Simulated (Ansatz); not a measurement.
This log comes from Ansatz, run on Hg (Fmmm) from a database of computed structures. The geometry is the r2SCAN+rVV10 minimum.

Structure:
```xyz
6
Lattice="5.6352 0.0000 0.0992 0.0000 5.5776 0.0000 -2.6288 0.0000 4.6702" Properties=species:S:1:pos:R:3 pbc="T T T"
Hg   -1.3144    2.7888    2.3351
Hg    0.0000    0.0000    0.0000
Hg    0.1258    0.0000    3.1465
Hg    1.5661    2.7888    3.9580
Hg    2.8805    5.5777    1.6229
Hg    1.4402    2.7889    0.8114
```

Main lines of the log:
```
scf.n_extra_bands = 5 over 60 filled bands (N_el = 120.0): the run solves 65 bands
Warning: the atoms were moved onto the symmetric positions of the space group found under crystal.symmetry.tolerance 1.0e-5 (fractional […]
Functional definition: PBE
Crystal: 6 atoms, lattice volume = 148.242 Å³
Basis set: ecut = 420 eV, 2915 PW (Γ)
Bands: 65, of which v1, the nominal top of the filled ones, is band 60 counted from 1 (59 counted from 0)
Symmetry: 24 space group operations
Space group: C2/m (ITA 12)
k-points: 80 of 216
preconditioner: auto → Resta (q_TF=auto, 2.634 Å⁻¹)  ε∞=10.2  [σ=0.020 eV  ℏωp=25.9 eV]
SCF converged after 6 iterations
Free energy (F): -82880.496683 eV
Internal energy: -82880.496093 eV  (E = F + TS)
E sigma→0 (E₀):  -82880.496388 eV
Entropy (-TS):   -0.000589 eV (-0.098 meV/atom)
Fermi energy:    13.955955 eV
--- Per-component energies (eV) ---
  E_band       = -2410.184665
  E_kinetic    = 3629.636762
  E_local      = -15424.237130
  E_nonlocal   = 434.276878
  E_hartree    = 6592.992387
  E_xc         = -1325.092184
  E_vxc        = -1576.884840
  E_paw        = -59670.505416
  E_vpaw       = -2658.961452
  E_ewald      = -17117.572980
  E_smearing   = -0.000589
--- Forces (eV/Å), atoms counted from 1 ---
  atom   1  Hg      0.00000      0.00000      0.00000
  atom   2  Hg      0.00000      0.00000      0.00000
  atom   3  Hg      0.00000      0.00000      0.00000
  atom   4  Hg      0.00000      0.00000      0.00000
  atom   5  Hg      0.00000      0.00000      0.00000
  atom   6  Hg      0.00000      0.00000      0.00000
--- Stress (GPa, compression-positive) ---
        3.578224       0.000000      -0.384232
        0.000000       2.589664       0.000000
       -0.384232       0.000000       4.029651
  P = ⅓ Tr σ = 3.3992 GPa (33.992 kbar)
--- Band table (eV; the first three rows and the last of 80) ---
  k-point 0: bands = […, 8.2809, 11.6318, 12.2901, 12.8962, 12.8962, 12.9601, 12.9601, 15.3845, 15.3845, 18.5229, …]
  k-point 1: bands = […, 8.2292, 11.6640, 11.7102, 12.1781, 12.5761, 12.6681, 14.0321, 15.8673, 16.3048, 16.8093, …]
  k-point 2: bands = […, 8.2491, 9.8489, 11.7783, 11.9986, 12.0677, 13.6444, 13.7841, 16.1218, 16.5475, 16.6316, …]
  k-point 79: bands = […, 9.3509, 9.3509, 9.3509, 9.3509, 13.0266, 13.0266, 13.0992, 13.0992, 19.8345, 19.8345, …]
```

**Question.** What input produced it? Give the YAML, leaving the band path aside.

**Answer.**
```yaml
crystal:
  # lattice and atoms as above
kpoints:
  mp_grid: { grid: [6, 6, 6] }
hamiltonian:
  xc: pbe
scf:
  occupations: { method: fermi_dirac, width: 0.02 }
  n_extra_bands: 5
output:
  forces: true
  stress: true
  eigenvalues: true
```
A single point prints forces and stress when the output block asks for them. This is the file that was run, less any keys that only write grids; thresholds and some counts can't be read off the log exactly.

With PBE the bands overlap by 1.59 eV (counted from 1, band 60 peaks at k = (-1/2, 0, 1/6) and band 61 bottoms out at Γ): no gap.

Run as `ansatz run input.yaml --threads 4 --pin off --max-ram 5529MiB --backend cpu --events-out ev --progress --plain --runs-dir out`. Wall time 17 s on 4 threads of Arm Neoverse V1, on a shared host; peak host memory 0.82 GiB.

Calculated for a static, non-magnetic cell.

The runs are scalar-relativistic, without spin-orbit coupling.

Where bands overlap, v1 and c1 are numbered by the electron count and aren't everywhere filled or empty.

Where bands overlap the cell is a metal at that level, and these k meshes limit energies, forces and stress.
